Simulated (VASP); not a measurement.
GaAs in VASP 6.6.1, single-point calculation

INCAR

```
NBANDS = 16
GGA = PE
ISIF = 2
NSW = 0
ALGO = Fast
EDIFF = 1E-7
ENCUT = 520
LASPH = .TRUE.
ISYM = 3
NELM = 120
ISMEAR = -1
PREC = Accurate
LWAVE = .FALSE.
LREAL = .FALSE.
IBRION = -1
LCHARG = .FALSE.
SIGMA = 0.02
```

KPOINTS

```
KPOINTS created by Atomic Simulation Environment
0
Gamma
8 8 8
0 0 0
```

POSCAR

```
Ga As
 1.0000000000000000
     0.0000000000000000    2.8330831925000002    2.9073099721000002
     2.8330831925000002    0.0000000000000000    2.9073099721000002
     2.8330831925000002    2.8330831925000002    0.0000000000000000
 Ga  As
   1   1
Cartesian
  0.0000000000000000  0.0000000000000000  0.0000000000000000
  1.4165415962500001  1.4165415962500001  1.4536549860500001
```

The recommended PBE PAW datasets give the neutral cell 18 valence electrons.

Command

```
mpirun -np 1 vasp_std
```

Question: Predict the outcome of this run.

Answer: VASP stopped with an error.

OSZICAR

```
N       E                     dE             d eps       ncg     rms          rms(c)
DAV:   1     0.828064953120E+02    0.82806E+02   -0.89708E+03  1928   0.153E+03
DAV:   2    -0.184037429027E+01   -0.84647E+02   -0.80845E+02  2152   0.303E+02
DAV:   3    -0.831730607983E+01   -0.64769E+01   -0.64572E+01  2320   0.655E+01
DAV:   4    -0.841713222990E+01   -0.99826E-01   -0.99814E-01  2336   0.911E+00
DAV:   5    -0.841858118648E+01   -0.14490E-02   -0.14489E-02  2400   0.999E-01
```

Standard output (part)

```
POSCAR found type information on POSCAR GaAs
 POSCAR found :  2 types and       2 ions
 LDA part: xc-table for (Slater+PW92), standard interpolation
 POSCAR, INCAR and KPOINTS ok, starting setup
 WAVECAR not read
 entering main loop
|                     _     ____    _    _    _____     _                     |
|                    | |   | |_) | | |  | | | |  __    | |                    |
|                    |_|   |  _ <  | |  | | | | |_ |   |_|                    |
|                     _    | |_) | | |__| | | |__| |    _                     |
|     internal error in CHECK_FULL_KPOINTS: KPOINTS_FULL not properly         |
|     initialised                                                             |
|     If you are not a developer, you should not encounter this problem.      |
|     Please submit a bug report.                                             |
```
